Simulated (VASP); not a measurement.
Input of a VASP 6.6.1 run:

INCAR

```
ALGO = Fast ; EDIFF = 1E-6
EDIFFG = -0.03 ; ENCUT = 400
GGA = PE ; IBRION = 2
ISIF = 2 ; ISMEAR = 0
ISPIN = 2 ; ISYM = 0
IVDW = 12 ; LASPH = T
LCHARG = F ; LORBIT = 11
LREAL = F ; LWAVE = F
MAGMOM = 3.1 ; NELM = 60
NSW = 120 ; NUPDOWN = 3
PREC = Accurate ; SIGMA = 0.01
```

The input KPOINTS:

```
k-points
0
Gamma
  1 1 1
```

POSCAR

```
N
1.0
   10.5000000000      0.0000000000      0.0000000000
    0.0000000000     11.0000000000      0.0000000000
    0.0000000000      0.0000000000     11.5000000000
N
1
Selective dynamics
Direct
    0.5000000000      0.5045454545      0.5000000000  F F F
```

Potentials or basis: VASP PAW PBE potentials, release 64 (N).

The run is started by

```console
$ cat potpaw_PBE.64/N/POTCAR > POTCAR
$ mpirun -np 1 vasp_gam > vasp.out
```

(1) Predict the dispersion energy per atom.

## Answers

(1) 0.000 eV.

Caveat: the relaxation stopped at its first step, so nothing moved; the total moment is fixed, so each spin has its own Fermi level.
